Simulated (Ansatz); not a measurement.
# Ti: rattling a relaxed structure

The cell was relaxed from a distorted copy of a database structure.

The calculation used DFT PBE, scalar-relativistic, plane waves, PAW in Ansatz 0.2.0. Settings: cutoff 420 eV, Γ-centred mesh 12×12×16 on the computed 3-atom cell, Gaussian smearing of 0.10 eV; no spin polarisation.

The cell below (3 atoms, space group P6/mmm (No. 191)) is relaxed within its symmetry.

```xyz
3
Lattice="4.5795 0.0000 0.0000 -2.2897 3.9659 0.0000 0.0000 0.0000 2.8317" Properties=species:S:1:pos:R:3 pbc="T T T"
Ti    0.0000    0.0000    0.0000
Ti    0.0000    2.6439    1.4159
Ti    2.2897    1.3220    1.4159
```

For the test a repeat of it with 6 atoms (edges 2.83, 4.58, 7.93 Å) was strained at random (σ = 1.5 % a component), the atoms were moved at random (σ = 0.15 Å), and all was relaxed again on a coarse 8×6×4 mesh (in the run’s order of axes) with 0.20 eV smearing, with no symmetry imposed.

Problem. What happens?

Solution. It returns, within 1 meV/atom of the unmoved cell on that mesh and with the same symmetry when read at 0.1 Å. No instability shows in this cell; modes of other wave vectors, which need another repeat, aren't tested.
